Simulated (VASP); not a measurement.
# CaO (Fm-3m) in VASP: a series of runs, part 2 of 2

VASP 6.6.1. Earlier steps stand in the parts before.

**4. Single point, HSE06**

POSCAR reads:

```
CaO
1.0
    0.0000000000      2.4075000000      2.4075000000
    2.4075000000      0.0000000000      2.4075000000
    2.4075000000      2.4075000000      0.0000000000
Ca O
1 1
Direct
    0.0000000000      0.0000000000      0.0000000000
    0.5000000000      0.5000000000      0.5000000000
```

INCAR.step1 reads:

```
SYSTEM = CaO
ALGO     = Normal         ! electronic algorithm
EDIFF    = 1E-5           ! SCF threshold, eV
ENCUT    = 520            ! plane-wave cutoff, eV
GGA      = PE             ! functional
ISIF     = 2              ! what is computed and relaxed
ISMEAR   = -1             ! smearing method
LASPH    = .TRUE.         ! aspherical terms in the spheres
LREAL    = .FALSE.        ! projectors in reciprocal space
LWAVE    = .TRUE.         ! write WAVECAR
NELM     = 80             ! most SCF steps
PREC     = Accurate       ! precision mode
SIGMA    = 0.05           ! smearing width, eV
```

INCAR.step2 reads:

```
SYSTEM = CaO
ALGO     = Normal         ! electronic algorithm
EDIFF    = 1E-7           ! SCF threshold, eV
ENCUT    = 520            ! plane-wave cutoff, eV
GGA      = PE             ! functional
HFSCREEN = 0.2            ! screening, 1/A
ISIF     = 2              ! what is computed and relaxed
ISMEAR   = -1             ! smearing method
ISTART   = 1            
LASPH    = .TRUE.         ! aspherical terms in the spheres
LCHARG   = .TRUE.         ! write CHGCAR
LELF     = .TRUE.         ! ELF
LHFCALC  = .TRUE.         ! exact exchange
LREAL    = .FALSE.        ! projectors in reciprocal space
LVHAR    = .TRUE.       
LWAVE    = .FALSE.        ! write WAVECAR
NELM     = 80             ! most SCF steps
PREC     = Accurate       ! precision mode
PRECFOCK = Fast         
SIGMA    = 0.05           ! smearing width, eV
```

KPOINTS reads:

```
k-points
0
G
  8 8 8
  0 0 0
```

Potentials or basis: VASP PAW PBE potentials, release 64 (Ca_sv, O).

Command:

```console
$ cat potpaw_PBE.64/Ca_sv/POTCAR potpaw_PBE.64/O/POTCAR > POTCAR
$ cp INCAR.step1 INCAR
$ mpirun -np 1 vasp_std > vasp.out
$ cp INCAR.step2 INCAR
$ mpirun -np 1 vasp_std > vasp.out
```

OUTCAR:

```text
SYSTEM = CaO
   EDIFF = 1E-7
   ENCUT = 520
   GGA = PE
   HFSCREEN = 0.2
   ISIF = 2
   ISMEAR = -1
   ISTART = 1
   LASPH = .TRUE.
   LHFCALC = .TRUE.
   LREAL = .FALSE.
   NELM = 80
   PREC = Accurate
   PRECFOCK = Fast

 ion  position               nearest neighbor table
   1  0.000  0.000  0.000-   2 2.41   2 2.41   2 2.41   2 2.41   2 2.41   2 2.41
   2  0.500  0.500  0.500-   1 2.41   1 2.41   1 2.41   1 2.41   1 2.41   1 2.41

  LATTYP: Found a face centered cubic cell.
 ALAT       =     4.8150000000

  Lattice vectors:

 A1 = (   0.0000000000,   2.4075000000,   2.4075000000)
 A2 = (   2.4075000000,   0.0000000000,   2.4075000000)
 A3 = (   2.4075000000,   2.4075000000,   0.0000000000)

Analysis of symmetry for initial positions (statically):
=====================================================================
 Subroutine PRICEL returns:
 Original cell was already a primitive cell.

 Routine SETGRP: Setting up the symmetry group for a
 face centered cubic supercell.

 Subroutine GETGRP returns: Found 48 space group operations
 (whereof 48 operations were pure point group operations)
 out of a pool of 48 trial point group operations.

The static configuration has the point symmetry O_h .

Analysis of symmetry for dynamics (positions and initial velocities):
=====================================================================
 Subroutine PRICEL returns:
 Original cell was already a primitive cell.

 Routine SETGRP: Setting up the symmetry group for a
 face centered cubic supercell.

 Subroutine GETGRP returns: Found 48 space group operations
 (whereof 48 operations were pure point group operations)
 out of a pool of 48 trial point group operations.

The dynamic configuration has the point symmetry O_h .

 Subroutine INISYM returns: Found 48 space group operations
 (whereof 48 operations are pure point group operations),
 and found     1 'primitive' translations

----------------------------------------------------------------------------------------

                                     Primitive cell
[... 124 lines left out ...]
   HFSCREEN=    0.2000 screening length (either q_TF or 0.3 A-1)
   HFSCREENC=   0.2000 screening length for correlation (either q_TF or 0.3 A-1)
   ENCUTFOCK=  -1.0 apply spherical cutoff to Coloumb kernel
   IVDW    =     0    specifies the selected vdW correction
   LEPSILON=     F    determine dielectric tensor
   LRPA    =     F    only Hartree local field effects (RPA)
 non-spin polarized calculation
  energy-cutoff  :      520.00
  volume of cell :       27.91
 maximum number of plane-waves:       763
 NGX is ok and might be reduce to    28
  NGX = 16; NGY = 16; NGZ = 16

 number of electron      15.9999998 magnetization

 Free energy of the ion-electron system (eV)
  ---------------------------------------------------
  ext. energy  EPLUGINS =         0.00000000
  ---------------------------------------------------
  free energy    TOTEN  =       -14.89945588 eV

  energy without entropy =      -14.89945588  energy(sigma->0) =      -14.89945588

 E-fermi :   2.2113     XC(G=0):  -8.5822

 val. band max:        1.2487026240   @ k =   0.0000   0.0000   0.0000
 cond. band min:       6.5678913866   @ k =   0.5000   0.5000   0.0000
 fundamental gap:      5.3191887626
 Fermi energy:         2.2112920636

 k-point     1 :       0.0000    0.0000    0.0000
  band No.  band energies     occupation
      1     -38.9690      2.00000
      2     -18.2613      2.00000
      3     -18.2613      2.00000
      4     -18.2613      2.00000
      5     -15.7835      2.00000
      6       1.2487      2.00000
      7       1.2487      2.00000
      8       1.2487      2.00000
      9       7.4447      0.00000
     10       9.4463      0.00000
     11       9.4463      0.00000
     12       9.4463      0.00000
[... 331 lines left out ...]
 k-point    24 :      -0.3750    0.2500    0.1250
  band No.  band energies     occupation
      1     -38.8493      2.00000
      2     -19.2623      2.00000
      3     -18.5054      2.00000
      4     -18.3883      2.00000
      5     -14.7206      2.00000
      6      -0.9400      2.00000
      7       0.0514      2.00000
      8       0.1367      2.00000
      9       9.9334      0.00000
     10       9.9550      0.00000
     11      12.2782      0.00000
     12      12.3347      0.00000

 [... further k-points ...]
[... 5 lines left out ...]
  --------------------------------------------------------------------------------------
  -------------------------------------------------------------------------------------
  Total       -0.0852150     -0.0852150     -0.0852150      0.0000000      0.0000000      0.0000000
  in kB       -4.8921298     -4.8921298     -4.8921298      0.0000000      0.0000000      0.0000000
  external PRESSURE =      -4.8921298 kB  Pullay stress =       0.0000000 kB

 VOLUME and BASIS-vectors are now :
 -----------------------------------------------------------------------------
  energy-cutoff  :      520.00
  volume of cell :       27.91
      direct lattice vectors                 reciprocal lattice vectors
     0.000000000  2.407500000  2.407500000    -0.207684320  0.207684320  0.207684320
     2.407500000  0.000000000  2.407500000     0.207684320 -0.207684320  0.207684320
     2.407500000  2.407500000  0.000000000     0.207684320  0.207684320 -0.207684320

 POSITION                                       TOTAL-FORCE (eV/Angst)
 -----------------------------------------------------------------------------------
      0.00000      0.00000      0.00000         0.000000     -0.000000      0.000000
      2.40750      2.40750      2.40750        -0.000000      0.000000     -0.000000
 -----------------------------------------------------------------------------------
    total drift:                                0.000000      0.000000      0.000000

  FREE ENERGIE OF THE ION-ELECTRON SYSTEM (eV)
  ---------------------------------------------------
  free  energy   TOTEN  =       -14.8994558829 eV

  energy  without entropy=      -14.8994558828  energy(sigma->0) =      -14.89945588
```

OUTCAR.step1:

```text
SYSTEM = CaO
   EDIFF = 1E-5
   ENCUT = 520
   GGA = PE
   ISIF = 2
   ISMEAR = -1
   LASPH = .TRUE.
[... 582 lines left out ...]
      0.00000      0.00000      0.00000        -0.000000     -0.000000      0.000000
      2.40750      2.40750      2.40750         0.000000      0.000000     -0.000000
 -----------------------------------------------------------------------------------
    total drift:                                0.000000      0.000000      0.000000

  FREE ENERGIE OF THE ION-ELECTRON SYSTEM (eV)
  ---------------------------------------------------
  free  energy   TOTEN  =       -12.8031312930 eV

  energy  without entropy=      -12.8031312929  energy(sigma->0) =      -12.80313129
```

It took 20 min on 1 thread of Intel Xeon 6975P-C (Granite Rapids), shared host; peak memory 0.29 GiB.

What came out:

| Item | Value |
| --- | --- |
| Free energy | -14.8995 eV |
| Pressure | -0.5 GPa |
| Band gap on the k mesh | 5.32 eV, indirect (least direct gap 5.74 eV) |

Levels at points of the mesh, in eV from the valence-band top:
```
           k point  band 5  band 6  band 7  band 8  band 9  band 10  band 11  band 12
(0.00, 0.00, 0.00)  -17.03    0.00    0.00    0.00    6.20     8.20     8.20     8.20
(0.50, 0.00, 0.00)  -15.65   -2.81   -1.25   -1.25    9.04    10.04    10.59    10.59
(0.50, 0.50, 0.00)  -16.77   -1.45   -0.42   -0.42    5.32    10.12    11.13    11.92
```

Caveat: the PAW data sets were made with another functional, which shifts forces and pressure a little. A k mesh can miss the band edges.

**5. Overview**

```tsv
level	potentials or basis	k mesh	grid for exact exchange (PRECFOCK)	screening parameter	gap on the mesh (eV)	pressure (GPa)
LDA	VASP PAW LDA potentials, release 64 (Ca_sv, O)	12 × 12 × 12	-	-	3.46	-6.8
r2SCAN	VASP PAW PBE potentials, release 64 (Ca_sv, O)	8 × 8 × 8	-	-	4.19	-0.4
HSE06	VASP PAW PBE potentials, release 64 (Ca_sv, O)	8 × 8 × 8	Fast	0.2 1/A	5.32	-0.5
```

Alike in all rows: task single point; no spin polarisation; cell as given; cutoff (eV) 520; smearing fermi-dirac 0.05 eV.

Caveats: the PAW data sets were made with another functional, which shifts forces and pressure a little (some runs).

Absolute energies hang on the potentials; compare differences alone.
